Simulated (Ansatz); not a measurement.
# AgI: a single-point run

Wanted: a converged single-point run for AgI, and a check of what comes out. The structure is shown as the input types it.

The COD entry's cell or inner coordinates are ideal or old and differ from later refinements, so a difference from it is no clean test against experiment.

Computed with Ansatz 0.2.0 (density functional or hybrid calculation with the settings of its input, plane waves (as first typed), unless a step's input says otherwise).

1 further run of the same task is left out (it didn't finish).

### Step 1. Starting point

It takes space group F-43m (No. 216, cubic). Conventional cell: a = 6.577 Å, b = 6.577 Å, c = 6.577 Å, α = 90.00°, β = 90.00°, γ = 90.00°. Ag (site symmetry -43m) is surrounded by 4 I at 2.85 Å. Around I (site symmetry -43m) lie 4 Ag at 2.85 Å.

As a file:

```xyz
2
Lattice="0.0000 3.2886 3.2886 3.2886 0.0000 3.2886 3.2886 3.2886 0.0000" Properties=species:S:1:pos:R:3 pbc="T T T"
Ag    0.0000    0.0000    0.0000
I     1.6443    1.6443    1.6443
```

### Step 2. Running it

Contents of input.yaml:

```yaml
crystal:
  lattice:
    - [0.0, 3.2886328091, 3.2886328091]
    - [3.2886328091, 0.0, 3.2886328091]
    - [3.2886328091, 3.2886328091, 0.0]
  atoms:
    - { symbol: Ag, position: [0.0, 0.0, 0.0] }
    - { symbol: I, position: [0.25, 0.25, 0.25] }
kpoints:
  mp_grid: { grid: [4, 4, 4] }
hamiltonian:
  xc: hse06
scf:
  occupations: { method: fixed }
  n_extra_bands: 4
  exx: { q_mesh: [3, 3, 3] }
output:
  forces: true
  stress: true
  eigenvalues: true
```

Run with:

```bash
$ ansatz run input.yaml --threads 4 --pin off --max-ram 3686MiB --backend cpu --events-out ev --progress --plain --runs-dir out
```

**Question.** How will this run end, and is anything wrong with its input?

Nothing was computed: the input was turned down at the start. Its message: «invalid value for `scf.exx.q_mesh`: must divide elementwise kpoints.mp_grid.grid»

The suspect setting: scf.exx.q_mesh is [3, 3, 3]. No mesh follows from the k-point block as it stands.

Remedy: delete scf.exx.q_mesh.
